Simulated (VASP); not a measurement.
**Cs2AgBiBr6: relaxation of the atoms with LDA**

Crystal: Cs2AgBiBr6.

```
CELL_PARAMETERS angstrom
0.00000 5.46565 5.46565
5.46565 0.00000 5.46565
5.46565 5.46565 0.00000
ATOMIC_POSITIONS crystal
Cs 0.25000 0.25000 0.25000
Cs 0.75000 0.75000 0.75000
Ag 0.50000 0.50000 0.50000
Bi 0.00000 0.00000 0.00000
Br 0.25545 0.74455 0.25545
Br 0.25545 0.74455 0.74455
Br 0.74455 0.25545 0.74455
Br 0.74455 0.25545 0.25545
Br 0.25545 0.25545 0.74455
Br 0.74455 0.74455 0.25545
```

The cell isn't the ideal one: a relaxed cell with its volume scaled by 0.98.

```
Program                : VASP 6.6.1
Task                   : relaxation of the atoms
Functional             : LDA
Potentials or basis    : VASP PAW LDA potentials, release 64 (Cs_sv, Ag, Bi_d, Br)
Cutoff                 : 600 eV
k mesh                 : 4 × 4 × 4
Occupations            : gaussian, width 0.03 eV
Spin                   : no spin polarisation
Further INCAR settings : ALGO = Fast; EDIFF = 1e-07; IBRION = 2; EDIFFG = -0.01; NSW = 40
```

The energy gained by relaxing is 0.1 meV/atom, the ionic steps are 3 and the pressure after relaxing is 0.7 GPa. The band gap on the k mesh is 0.92 eV, indirect (least direct gap 2.29 eV).

Step by step:
```csv
step,energy change (eV),largest force (eV/Å),pressure (GPa)
1,0.0000,0.0456,0.72
2,-0.0004,0.0210,0.71
3,-0.0006,0.0013,0.70
```

Final structure:
```
CELL_PARAMETERS angstrom
0.00000 5.46565 5.46565
5.46565 0.00000 5.46565
5.46565 5.46565 0.00000
ATOMIC_POSITIONS crystal
Cs 0.25000 0.25000 0.25000
Cs 0.75000 0.75000 0.75000
Ag 0.50000 0.50000 0.50000
Bi 0.00000 0.00000 0.00000
Br 0.25581 0.74419 0.25581
Br 0.25581 0.74419 0.74419
Br 0.74419 0.25581 0.74419
Br 0.74419 0.25581 0.25581
Br 0.25581 0.25581 0.74419
Br 0.74419 0.74419 0.25581
```

Levels at points of the mesh, in eV from the valence-band top:
```csv
k point,band 41,band 42,band 43,band 44,band 45,band 46
"(0.00, 0.00, 0.00)",-1.50,-0.72,-0.72,1.83,1.83,1.83
"(0.50, 0.00, 0.00)",-1.78,-1.47,-1.47,0.92,3.53,3.53
"(0.50, 0.50, 0.00)",-1.52,-0.73,0.00,2.44,2.44,2.86
```

Wall time 2.5 min on 2 MPI ranks on Intel(R) Xeon(R) 6975P-C (Granite Rapids), with other jobs on the host, peak memory 0.53 GiB a rank.

Caveat: spin-orbit coupling is left out, which as a rule narrows the gap of such compounds by several tenths of an eV. A k mesh can miss the band edges.
